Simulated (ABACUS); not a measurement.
Ag:

```
Ag
1.0
     0.00000    2.04275    2.04275
     2.04275    0.00000    2.04275
     2.04275    2.04275    0.00000
Ag
1
Cartesian
  0.0000 0.0000 0.0000
```

Base run:

* Program: ABACUS 3.10.1
* Functional: B86bPBE
* Potentials or basis: PseudoDojo NC SR 0.5 PBE standard
* Cutoff: 1116 eV
* Density cutoff: 4463 eV
* Basis: plane waves
* k mesh: 9 × 9 × 9
* Occupations: fermi-dirac, width 0.05 eV
* Spin: no spin polarisation

Its results: band gap on the k mesh none (metal or under the smearing width); pressure 5.6 GPa.

After a change of settings the same cell gave: band gap on the k mesh none (metal or under the smearing width); pressure 4.4 GPa. Which change was it?
A. functional from B86bPBE to LDA-PW92; potentials or basis from PseudoDojo NC SR 0.5 PBE standard to PseudoDojo NC SR 0.4.1 LDA stringent; cutoff from 1116 eV to 1184 eV; density cutoff from 4463 eV to 4735 eV
B. functional from B86bPBE to PBE
C. functional from B86bPBE to PBEsol; potentials or basis from PseudoDojo NC SR 0.5 PBE standard to PseudoDojo NC SR 0.5 PBE stringent
D. functional from B86bPBE to BLYP; potentials or basis from PseudoDojo NC SR 0.5 PBE standard to PseudoDojo NC SR 0.5 PBE stringent

B.

Caveats: the potentials were made for another functional, which shifts forces and pressure (some runs).

Not every run made on this cell is shown here.
